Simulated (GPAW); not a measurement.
Runs of GPAW 26.7.0 on TaS2. It takes space group P-3m1 (No. 164, trigonal). The conventional cell has a = 3.350 Å, b = 3.350 Å, c = 5.860 Å, α = 90.00°, β = 90.00°, γ = 120.00°. Around Ta (site symmetry -3m) lie 6 S at 2.43 Å. Around S (site symmetry 3m) lie 3 Ta at 2.43 Å. 

```csv
task,level,potentials or basis,spin,cell,k mesh,cutoff (eV),maxiter,data set,band path,band points,spin axis theta (degrees),mesh quality,gap on the mesh (eV),pressure (GPa),V0 of scaled cells (Å³/atom),relaxed volume (Å³/atom),B0 (GPa),largest force (eV/Å)
single point,YS-PBE0,"GPAW PAW data sets (gpaw-data 1.2.1), pw",off,as given,4 × 4 × 2,450,60,-,-,-,-,coarse,none,-,-,-,-,0.17
equation of state,LDA,"the program's PAW data sets (release 1.2.1) made for this functional, newer versions, pw",off,as given,7 × 7 × 4,600,150,S v3,-,-,-,not flagged,-,-,19.16,-,139,-
band structure,PBEint,"PAW data sets generated in the run's folder for this functional, pw","SOC, no magnetisation",as given,7 × 7 × 4,600,150,-,"GMKGALHA,LM,KH",100,90,not flagged,-,6.0,-,-,-,(b)
relaxation of cell and atoms,revPBE+D3,"the program's PAW data sets (release 1.2.1) made for this functional, pw",off,relaxed,7 × 7 × 4,600,150,-,-,-,-,not flagged,none,0.0,-,19.10,-,0.01
single point,TB-mBJ,"GPAW PAW data sets for LDA (gpaw-data 1.2.1), pw",off,as given,7 × 7 × 4,600,150,-,-,-,-,not flagged,none,-,-,-,-,-
equation of state,vdW-DF-cx,"GPAW PAW data sets (gpaw-data 1.2.1), pw",off,as given,7 × 7 × 4,600,150,-,-,-,-,not flagged,-,-,19.94,-,(c),-
relaxation of cell and atoms,revPBE,"the program's PAW data sets (release 1.2.1) made for this functional, pw",off,relaxed,7 × 7 × 4,600,150,-,-,-,-,not flagged,none,0.1,-,(a),-,0.01
```

Alike in all rows: smearing fermi-dirac 0.05 eV.

Question: Estimate the missing entries.

Answer: (a) 26.48; (b) 1.08; (c) 129.

Caveats: some runs use coarse meshes; the PAW data sets were made with another functional, which shifts forces and pressure a little (some runs); the cell was scaled at fixed shape and fractional positions, which overstates the stiffness of a crystal with free parameters, most of all of layers and chains (some runs); later steps reuse the first step's grids (some runs); exact exchange converges slowly with the k mesh, and this mesh is small (some runs); spin-orbit coupling was added after a scalar SCF, so levels and gaps hold it while energy, forces, pressure and moments don't (some runs); this program's spin-orbit splittings come out too wide for heavy elements (some runs); a model potential gives levels but no total energy (some runs).

A k mesh can miss the band edges, and rows without SOC leave out spin-orbit coupling on Ta.

A gap of «none» marks a metal or a gap under the smearing width.

Runs at the PBE level aren't shown here.
